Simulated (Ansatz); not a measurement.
## Prototype screening

These are results of DFT r2SCAN, scalar-relativistic, plane waves, PAW (Ansatz 0.2.0), not measurements. All cells share a 500 eV cutoff and Γ-centred k meshes spaced at most 0.3 Å⁻¹ (0.19 for metals, 2π included).

Each formula was placed on the sites of the named type and relaxed at zero pressure without lowering the symmetry. No run is spin-polarised. The smearing is 0.1 eV for metals and 0.01 to 0.02 eV otherwise. Energies over the elements count from the elements' standard structures at the same level, with no empirical corrections.

The k mesh leaves about 4 meV/atom of noise in metals.

```csv
formula,started on type,final group,a or a / b (Å),c (Å),V (Å³/atom),E over elements (eV/atom),gap on mesh (eV)
Ga,diamond,Fd-3m,5.77,5.77,24.0,0.31,0.00
Zn,graphite,P6_3/mmc,4.30,4.69,18.8,0.38,0.00
CdS3,ReO3,Pm-3m,?,?,?,1.05,0.00
Ga,dhcp,P6_3/mmc,2.91,9.78,17.9,0.14,0.00
Zn,trigonal selenium,R-3m,4.22,2.83,14.5,0.10,0.00
```

(1) Cell and volume of CdS3 on the ReO3 type?

Results:

(1) a = 5.01 Å, c = 5.01 Å, V = 31.4 Å³/atom